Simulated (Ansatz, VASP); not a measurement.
Cs: VASP beside Ansatz

INCAR

```
ALGO     = Normal         # electronic algorithm
EDIFF    = 1E-6           # SCF threshold, eV
ENCUT    = 520            # plane-wave cutoff, eV
GGA      = PE             # functional
ISIF     = 2              # what is computed and relaxed
ISMEAR   = 0              # smearing method
LASPH    = True           # aspherical terms in the spheres
LCHARG   = False          # write CHGCAR
LREAL    = False          # projectors in reciprocal space
LWAVE    = False          # write WAVECAR
NBANDS   = 10             # bands
NELM     = 80             # most SCF steps
PREC     = Accurate       # precision mode
SIGMA    = 0.15           # smearing width, eV
```

File KPOINTS:

```
k-points
0
Gamma
  12 12 12
```

File POSCAR:

```
Cs
1.0
   -2.9469375000      2.9469375000      2.9469375000
    2.9469375000     -2.9469375000      2.9469375000
    2.9469375000      2.9469375000     -2.9469375000
Cs
1
Direct
    0.0000000000      0.0000000000      0.0000000000
```

Input for Ansatz:

```yaml
crystal:
  lattice:
    - [-2.9469375, 2.9469375, 2.9469375]
    - [2.9469375, -2.9469375, 2.9469375]
    - [2.9469375, 2.9469375, -2.9469375]
  atoms:
    - { symbol: Cs, position: [0.0, 0.0, 0.0] }
basis:
  ecutwfc: 420
kpoints:
  mp_grid: { grid: [12, 12, 12] }
hamiltonian:
  xc: pbe
scf:
  occupations: { method: gaussian, width: 0.15 }
output:
  forces: true
  stress: true
  eigenvalues: true
  write_density: true
  write_potential: true
  elf: true
  volumetric_format: npy
```

Change from the starting cell: strain -0.025 along x and y, -0.025 along z, atoms carried along.

Alike in both runs: task single point; functional PBE; k mesh 12 × 12 × 12; occupations gaussian, width 0.15 eV; no spin polarisation.

|  | VASP | Ansatz |
| --- | --- | --- |
| version | VASP 6.6.1 | Ansatz 0.2.0 |
| potentials or method | VASP PAW PBE potentials, release 64 (Cs_sv) | scalar-relativistic, plane waves, PAW |
| plane-wave cutoff (eV) | 520 | 420 |
| valence electrons in the cell | 9 | 9 |

```tsv
	VASP	Ansatz	Ansatz less VASP
gap on the k mesh at the Fermi level (eV)	none	none	-
pressure (GPa)	0.3	0.3	+0.01
```

A gap of «none» marks a metal or a gap that the smearing closes.

Spin-orbit coupling is left out, which matters for the levels of Cs.
